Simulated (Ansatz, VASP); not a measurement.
## Sn in VASP and in Ansatz

Contents of INCAR:

```
PREC     = Accurate       # precision mode
ENCUT    = 520            # plane-wave cutoff, eV
EDIFF    = 1E-7           # SCF threshold, eV
ISMEAR   = -1             # smearing method
SIGMA    = 0.05           # smearing width, eV
LREAL    = False          # projectors in reciprocal space
LASPH    = True           # aspherical terms in the spheres
NELM     = 60             # most SCF steps
ALGO     = Normal         # electronic algorithm
ISIF     = 2              # what is computed and relaxed
LWAVE    = False          # write WAVECAR
LCHARG   = True           # write CHGCAR
LELF     = True           # ELF
LVHAR    = True         
NBANDS   = 13             # bands
```

The input KPOINTS:

```
regular mesh
0
Gamma
  10 10 10
```

POSCAR

```
Sn
1.0
   -1.8559746029      1.8559746029      1.8559746029
    1.8559746029     -1.8559746029      1.8559746029
    1.8559746029      1.8559746029     -1.8559746029
Sn
1
Direct
    0.0000000000      0.0000000000      0.0000000000
```

File input.yaml:

```yaml
crystal:
  lattice:
    - [-1.8559746029, 1.8559746029, 1.8559746029]
    - [1.8559746029, -1.8559746029, 1.8559746029]
    - [1.8559746029, 1.8559746029, -1.8559746029]
  atoms:
    - { symbol: Sn, position: [0.0, 0.0, 0.0] }
hamiltonian:
  xc: lda
  pseudopotentials: { kind: paw }
kpoints:
  mp_grid: { grid: [10, 10, 10] }
scf:
  occupations: { method: fermi_dirac, width: 0.05 }
output:
  forces: true
  stress: true
  eigenvalues: true
```

This isn't the form of Sn at room conditions, which is tetragonal (white tin).

Alike in both runs: task single point; functional LDA; k mesh 10 × 10 × 10; occupations fermi-dirac, width 0.05 eV; no spin polarisation.

|  | VASP | Ansatz |
| --- | --- | --- |
| version | VASP 6.6.1 | Ansatz 0.2.0 |
| potentials or method | VASP PAW LDA potentials, release 64 (Sn_d) | Ansatz PAW |
| plane-wave cutoff (eV) | 520 | 420 |
| valence electrons in the cell | 14 | 14 |

|  | VASP | Ansatz | Ansatz less VASP |
| --- | --- | --- | --- |
| gap on the k mesh at the Fermi level (eV) | none | none | - |
| pressure (GPa) | -0.6 | -0.6 | +0.03 |

A gap of «none» marks a metal or a gap that the smearing closes.

Caveats: the PAW data sets come from PBE, with cores solved anew for the run's functional, which leaves a small shift of forces and pressure (Ansatz).
